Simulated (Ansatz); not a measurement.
Entries from a set of simulations; values are calculated unless marked as measured.

**Quasiparticle gap of AlP (zincblende (110) film, 3 layers)**

The cell holds 6 atoms: 3 Al and 3 P. Cell: a = 3.854 Å, b = 5.451 Å, c = 31.600 Å, α = 90.0°, β = 90.0°, γ = 90.0°. It derives from AlP. Vacuum lies along c.

```
method               : DFT, LDA, plane waves, PAW; PAW set soft_1 (and 1 further level or step)
program              : Ansatz 0.2.0
settings of one run  : cutoff 420 eV, 6×4×1 k-mesh, smearing width 0.02 eV, PAW set soft 1
cost                 : 2 runs, 2.3 min in all on 8 threads of Arm Neoverse V1, shared host (the runs of this entry)
notes                : The program’s warnings: xc potential rough in thin density. The structure was relaxed with LDA (ions only). Mesh or cutoff lie under what a gap needs, so these runs test behaviour and cost; their gaps are not to be quoted. In a film the band edges may be surface states, so its gap need not approach the bulk’s. At these cutoffs the gaps of films stand short of the band limit, often by tenths of an eV, while the trend with thickness is less touched. The mesh in the plane is coarse for a sheet; gap and any exciton binding can still move on denser ones.
LDA gap              : 0.32 eV, indirect
G0W0 gap on the mesh : 1.18 eV, from k = (0.000, -0.500, 0.000) to k = (-0.500, 0.000, 0.000)
GW settings          : 4×2×1 mesh, 533 empty bands, screening to 50 eV, PAW set soft_1 files
known limits         : not at the basis limit; coarse mesh for a sheet
```

G0W0 changes the gap by +0.87 eV, from 0.31 eV to 1.18 eV on the mesh: the valence edge shifts by −0.32 eV and the conduction edge by +0.55 eV on the run's own scale; in a sheet such absolute shifts are far from their band limit. Z is 0.71 and 0.73 at the edges, as usual for well-defined quasiparticles.

[Paths, hosts, dates, memory and timing lines, banners, echoed tables and standing remarks are left out of the program output.]

[Logs are printed without paths, hosts, clocks, repeated set-up lines and the standing remarks that a program may print on its own settings, such as how far it seeks lower states.]

[Runs of the session that timed out or met a known fault of the program may be left out.]

[Cells called generated may have been cut or substituted from an entry of the Crystallography Open Database or the Materials Project.]

[Hosts, paths, dates, database ids (printed as entryN), source tags and the programs' standing remarks are cut or masked in the printed files.]
